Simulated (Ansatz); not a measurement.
A plane-wave DFT run in Ansatz 0.2.0 (scalar-relativistic PAW potentials unless the input names others): input and command.

```yaml
crystal:
  lattice:
    - [0.0, 3.2143926808, 3.2143926808]
    - [3.2143926808, 0.0, 3.2143926808]
    - [3.2143926808, 3.2143926808, 0.0]
  atoms:
    - { symbol: Xx, position: [0.0, 0.0, 0.0] }
    - { symbol: S, position: [0.5, 0.5, 0.5] }
basis:
  ecutwfc: 500
kpoints:
  mp_grid: { grid: [8, 8, 8] }
hamiltonian:
  xc: r2scan
scf:
  occupations: { method: gaussian, width: 0.02 }
  max_iter: 80
output:
  forces: true
  eigenvalues: true
  stress: true
```

```bash
ansatz run input.yaml --threads 1 --pin off --max-ram 2560MiB --backend cpu --events-out ev --progress --plain --runs-dir out
```

Task: Will this input run?

Result: The program refuses it, because of an unknown element (crystal.atoms[0].symbol: "Ba" → "Xx"). With the sound run's settings it is accepted.

Abridged log:
```
Error: YAML parse error: error: line 7 column 17: `Xx` is not an element symbol (H … Og, case-exact)
 --> <input>:7:17
  |
5 |     - [3.2143926808, 3.2143926808, 0.0]
6 |   atoms:
7 |     - { symbol: Xx, position: [0.0, 0.0, 0.0] }
  |                 ^ `Xx` is not an element symbol (H … Og, case-exact)
8 |     - { symbol: S, position: [0.5, 0.5, 0.5] }
9 | basis:
  |
```